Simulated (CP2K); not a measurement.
Crystal: Nb3Sn.

```
CELL_PARAMETERS angstrom
5.28210 0.00000 0.00000
0.00000 5.28210 0.00000
0.00000 0.00000 5.28210
ATOMIC_POSITIONS crystal
Sn 0.50000 0.50000 0.50000
Sn 0.00000 0.00000 0.00000
Nb 0.00000 0.50000 0.25000
Nb 0.00000 0.50000 0.75000
Nb 0.50000 0.25000 0.00000
Nb 0.75000 0.00000 0.50000
Nb 0.50000 0.75000 0.00000
Nb 0.25000 0.00000 0.50000
```

Base run:

| Quantity | Value |
| --- | --- |
| Program | CP2K 2026.2 |
| Functional | PBEsol |
| Potentials or basis | POTENTIAL_UZH Sn GTH-PBE-q4, Nb GTH-PBE-q13; TZVP-MOLOPT-PBE-GTH basis |
| Density cutoff | 6123 eV |
| k mesh | 5 × 5 × 5 |
| Occupations | fermi-dirac, width 0.05 eV |
| Spin | no spin polarisation |

Its results: band gap on the k mesh none (metal or under the smearing width); pressure 1.8 GPa.

Question: The run is repeated on the same cell with these changes: functional from PBEsol to PBE. What comes out?

Answer: Band gap on the k mesh none (metal or under the smearing width); pressure 5.8 GPa.

PBE binds less tightly than PBEsol, so the same cell stands under more pressure.

Caveats: the basis of atomic orbitals isn't converged, which shifts pressures, moduli and gaps; the potentials were made for another functional, which shifts forces and pressure (some runs).

Not every run made on this cell is shown here.
